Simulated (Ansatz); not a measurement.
The system is CoO.

```
Co O
1.0
     2.85630    0.00000    0.00000
    -1.42815    2.47363    0.00000
     0.00000    0.00000    2.78761
Co O
1 1
Direct
  0.00000 0.00000 0.00000
  0.66667 0.33333 0.50000
```

Measurements of this composition are mostly on another form, of space group No. 225.

Base run:

| Item | Value |
| --- | --- |
| Program | Ansatz 0.2.0 |
| Functional | LDA |
| Potentials or basis | Ansatz PAW |
| Cutoff | 420 eV (not typed: the program's choice for these potentials) |
| k mesh | 8 × 8 × 7 |
| Occupations | gaussian, width 0.05 eV |
| Spin | collinear spin, program default start |
| Hubbard terms | Co d U = 6 eV |

Its results: pressure -8.1 GPa; largest force 0.298 eV/Å.

Problem. The run is repeated on the same cell with these changes: fixed moment from none to 0 μB. What comes out?

Solution. Pressure -15.6 GPa; largest force 0.243 eV/Å.

Caveats: the magnetic or orbital state may not be the lowest; the PAW data sets come from PBE, with cores solved anew for the run's functional, which leaves a small shift of forces and pressure; a cell with one magnetic atom can't hold antiferromagnetic order, which such compounds often take (some runs); the total moment is fixed, so each spin has its own Fermi level (some runs); the thresholds are loose for stress (some runs).
